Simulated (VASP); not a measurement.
The system is Te2Pt, a slab with vacuum.

```
CELL_PARAMETERS angstrom
3.97097 0.00000 0.00000
-1.98549 3.43896 0.00000
0.00000 0.00000 20.60050
ATOMIC_POSITIONS crystal
Te 0.66667 0.33333 0.43168
Te 0.33333 0.66667 0.56832
Pt 0.00000 0.00000 0.50000
```

Base run:

```yaml
Program: VASP 6.6.1
Functional: HSE06
Potentials_or_basis: VASP PAW PBE potentials, release 64 (Te, Pt)
Cutoff: 520 eV
k_mesh: 6 × 6 × 1
Occupations: gaussian, width 0.03 eV
Spin: no spin polarisation
```

Its results: band gap on the k mesh 1.33 eV, indirect (least direct gap 1.73 eV); largest force 0.370 eV/Å.

Problem. The run is repeated on the same cell with these changes: functional from HSE06 to PBE0. What comes out?

Solution. Band gap on the k mesh 1.93 eV, indirect (least direct gap 2.34 eV); largest force 0.367 eV/Å.

Caveats: the PAW data sets were made with another functional, which shifts forces and pressure a little; spin-orbit coupling is left out, which moves the levels of the heavy elements.

A k mesh can miss the band edges.

Not every run made on this cell is shown here.
